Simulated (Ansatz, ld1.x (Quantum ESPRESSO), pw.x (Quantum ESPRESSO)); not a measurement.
## Equation-of-state test of one TM potential (rhenium (Re))

Re, norm-conserving Troullier–Martins (Kleinman–Bylander form), made with ld1.x (Quantum ESPRESSO) 7.5 (PBE, scalar-relativistic). Core [Xe] 4f14, reference 5d5 6s1 6p0 (charge +1). Waves: 6p (bound, empty): rc 3.05 bohr; 5d (bound): rc 1.80 bohr; 6s (bound): rc 2.45 bohr. Local part: the s channel. Core correction: a·sin(br)/r model core inside 1.65 bohr.

Atomic tests: cutoffs needed: 35 Ry and 40 Ry (the cutoffs (Ry, on a coarse ladder) from which the occupation-weighted sum of valence levels, in a spherical-Bessel basis at the reference potential, stays within 10 and 1 mRy of its value at 400 Ry); ghost test: no extra level below or beside the all-electron valence levels (p, d, s, f tested) (spherical-Bessel basis up to 400 Ry, 20 bohr box); largest excitation error: -168 meV (all-electron minus pseudo) for 5d4 6s0 6p0, out of 7 test configurations.

Crystal test: bcc Re in pw.x 7.5, no spin, 15³ k-points, Fermi–Dirac smearing 0.01 Ry, cutoffs 50/200 Ry. The reference is all-electron LAPW (Ansatz 0.2.0) with the same functional, mesh and smearing; V0 and B0 come from Birch–Murnaghan fits to the pressures at five volumes. Errors are pseudo minus all-electron; Δ is the rms difference of the E(V) curves that follow from these fits, minima aligned, over ±6 % about the mean V0. Mesh and smearing are coarse, so the numbers serve the comparison and aren't converged zero-temperature values; the lattice is a test structure that the element need not adopt.

```
V (Å³/atom)  P all-electron (GPa)  P pseudo (GPa)
     14.327                 21.30           34.97
     14.704                 10.39           22.76
     15.081                  0.89           12.09
     15.458                 -7.39            2.79
     15.835                -14.60           -5.32
```

All-electron: a0 = 3.115 Å (V0 = 15.12 Å³/atom), B0 = 350.4 GPa.

Pseudopotential: mean pressure error (GPa): +11.34; a0 (Å): 3.147; a0 error (%): +1.01; B0 error (%): -2.1; Δ (meV/atom): 35.3. The largest radius (3.05 bohr) exceeds half the bond length (2.55 bohr), so the spheres overlap, which is one possible source of error among others. This is a poor potential for the solid.

Question: At the middle volume, how do free energy and pressure move when the wave cutoff is lowered (ecutrho kept at four times it)?

Answer:

| cutoff (Ry) | shift of F (meV/atom) | shift of P (GPa) |
| --- | --- | --- |
| 22 | +2187.6 | -92.12 |
| 30 | +166.0 | -12.61 |
| 40 | +2.2 | -0.19 |

The run at the middle volume (120 k-points, 9 iterations) took about 9.9 s on one core of a shared host (Neoverse-V1, 32 threads, 247 GiB, load 14).
